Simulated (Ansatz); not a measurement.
The calculation used DFT PBE, scalar-relativistic, plane waves, PAW (Ansatz 0.2.0). Settings: cutoff 420 eV, Γ-centred meshes spaced at most about 0.3 Å⁻¹, and about 0.25 Å⁻¹ or finer for metals (2π included), Gaussian smearing. No spin polarisation.

All energies are static (0 K, no zero-point motion).

Two forms of Cd4Te were relaxed alike.

A.

```
Cd Te
1.0
     0.00000    4.23925    4.23925
     4.23925    0.00000    4.23925
     4.23925    4.23925    0.00000
Cd Te
4 1
Direct
  0.87513 0.37496 0.37496
  0.37496 0.87513 0.37496
  0.37496 0.37496 0.87513
  0.37496 0.37496 0.37496
  0.75000 0.75000 0.75000
```

B.

```
Cd Te
1.0
    -3.80387    3.80387    2.18827
     3.80387   -3.80387    2.18827
     3.80387    3.80387   -2.18827
Cd Te
4 1
Direct
  0.39929 0.19108 0.59037
  0.19108 0.60071 0.79179
  0.60071 0.80892 0.40963
  0.80892 0.39929 0.20821
  0.00000 0.00000 0.00000
```

Question: Which would you expect to be lower, and how large is the difference?

Answer: B is lower, by 103 meV/atom. A has space group F-43m (No. 216), 30.5 Å³/atom and no gap on its mesh; B has Cd and Te ordered on fcc sites, space group I4/m (No. 87), 25.3 Å³/atom and no gap. Counting Cd atoms around Te (those within 1.25 times the shortest such distance or 1.15 times the sum of covalent radii; the shortest distance is added where it is long for a bond), A has Te 12 from 3.5 Å and B has Te 12. The denser one is the lower, and pressure would at first widen the difference. Even the lower one lies +0.06 eV/atom against the reference forms of the elements (uncorrected), so neither is stable at this level. Both come from invented guesses.

These runs have no spin–orbit coupling, which can matter for Te. Cells relaxed within their symmetry can be saddle points.
